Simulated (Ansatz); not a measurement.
Input and command of a calculation in Ansatz (plane waves; scalar-relativistic PAW potentials unless the input names others):

```yaml
crystal:
  lattice:
    - [3.6086436324, 0.0, 0.0]
    - [-1.8043218162, 3.1251770589, 0.0]
    - [0.0, 0.0, 3.9521966236]
  atoms:
    - { symbol: Li, position: [0.0, 0.0, 0.5] }
    - { symbol: Li, position: [0.3333333333, 0.6666666667, 0.0] }
    - { symbol: Li, position: [0.6666666667, 0.3333333333, 0.0] }
    - { symbol: O, position: [0.0, 0.0, 0.0] }
basis:
  ecutwfc: 420
kpoints:
  mp_grid: { grid: [12, 12, 12] }
hamiltonian:
  xc: pbe
scf:
  occupations: { method: gaussian, width: 0.1 }
  mixing: { algorithm: broyden, beta: 0.9 }
output:
  forces: true
  eigenvalues: true
  stress: true
```

```bash
ansatz run input.yaml --threads 1 --pin off --max-ram 2560MiB --backend cpu --events-out ev --progress --plain --runs-dir out
```

Abridged log:
```
Basis set: ecut = 420 eV, 853 PW (Γ), exchange–correlation on 50×50×54 points (8 copies of the dense FFT grid, shifted against one another)
Bands: 12, of which v1, the nominal top of the filled ones, is band 8 counted from 1 (7 counted from 0)
Symmetry: 24 space group operations
k-points: 133 of 1728
SCF iter   1: F=—  HF=-1183.444203 eV  |F-HF|=—  |Δ(HF+E_count)|=         —  Δρ=4.92e-3  dr2=1.74e-2  ethr=1.77e-3  ⟨swp⟩=4.6  Hψ=7976  notcnv=0
SCF iter   2: F=—  HF=-1183.441248 eV  |F-HF|=—  |Δ(HF+E_count)|=   2.96e-3  Δρ=4.70e-3  dr2=9.29e-3  ethr=1.16e-4  ⟨swp⟩=1.7  Hψ=2935  notcnv=0  defer=2  κ⁻¹=1.0e0(r=1)
SCF iter   3: F=—  HF=-1183.438776 eV  |F-HF|=—  |Δ(HF+E_count)|=   2.47e-3  Δρ=2.18e-3  dr2=1.59e-3  ethr=6.19e-5  ⟨swp⟩=2.0  Hψ=2457  notcnv=0  defer=7  κ⁻¹=2.1e-1(r=2)
SCF iter   4: F=—  HF=-1183.438388 eV  |F-HF|=—  |Δ(HF+E_count)|=   3.89e-4  Δρ=8.20e-5  dr2=2.45e-6  ethr=1.06e-5  ⟨swp⟩=2.0  Hψ=1966  notcnv=0  defer=7  κ⁻¹=7.8e-4(r=3)
SCF iter   5: F=—  HF=-1183.438388 eV  |F-HF|=—  |Δ(HF+E_count)|=   7.57e-7  Δρ=8.58e-6  dr2=1.51e-8  ethr=6.67e-10  ⟨swp⟩=3.4  Hψ=6428  notcnv=0  κ⁻¹=1.5e-5(r=4)
SCF iter   6: F=-1183.438388 eV  HF=-1183.438388 eV  |F-HF|=6.96e-11  |Δ(HF+E_count)|=   4.44e-9  Δρ=7.98e-7  dr2=2.34e-10  ethr=1.01e-10  ⟨swp⟩=1.3  Hψ=4699  notcnv=0
SCF 1 converged in 6 iterations: F = -1183.438388 eV  dr2 = 2.34e-10
SCF converged after 6 iterations
Stability not checked: this state was not tested for a lower state beside it, because the mixer in use, unlike msr1, does not test its closes by its own steps (another_mixer; see scf.mixing.algorithm and scf.lower_state_search)
Free energy (F): -1183.438388 eV
Harris-Foulkes:  -1183.438388 eV  (|F-HF|=6.96e-11)
Internal energy: -1183.429956 eV  (E = F + TS)
E sigma→0 (E₀):  -1183.434172 eV
Entropy (-TS):   -0.008433 eV (-2.108 meV/atom)
Fermi energy:    4.095463 eV
--- Forces (eV/Å), atoms counted from 1 ---
  atom   1  Li     0.00000000     0.00000000     0.00000000
  atom   2  Li     0.00000000     0.00000000     0.00000000
  atom   3  Li     0.00000000     0.00000000     0.00000000
  atom   4  O      0.00000000     0.00000000     0.00000000
--- Stress (GPa, compression-positive) ---
        0.004290       0.000000       0.000000
        0.000000       0.004290       0.000000
        0.000000       0.000000       0.010590
  P = ⅓ Tr σ = 0.0064 GPa (0.064 kbar)
```

Apart from outputs, empty bands and the relaxation, which only the reference makes, the input differs from a reference run on usual settings in scf.mixing.algorithm: not typed → "broyden"; scf.mixing.beta: not typed → 0.9. The reference, at the same geometry, ended its own course with pressure 0.01 GPa, largest force 0.000 eV/Å, no gap on the mesh. This run converged in 6 SCF iterations with an energy at zero smearing within 0.01 meV/atom of the reference's, pressure 0.01 GPa, largest force 0.000 eV/Å, no gap on the mesh.

Time: 2 s on 1 thread of Intel(R) Xeon(R) 6975P-C (Granite Rapids) (shared host), peak memory 0.38 GiB.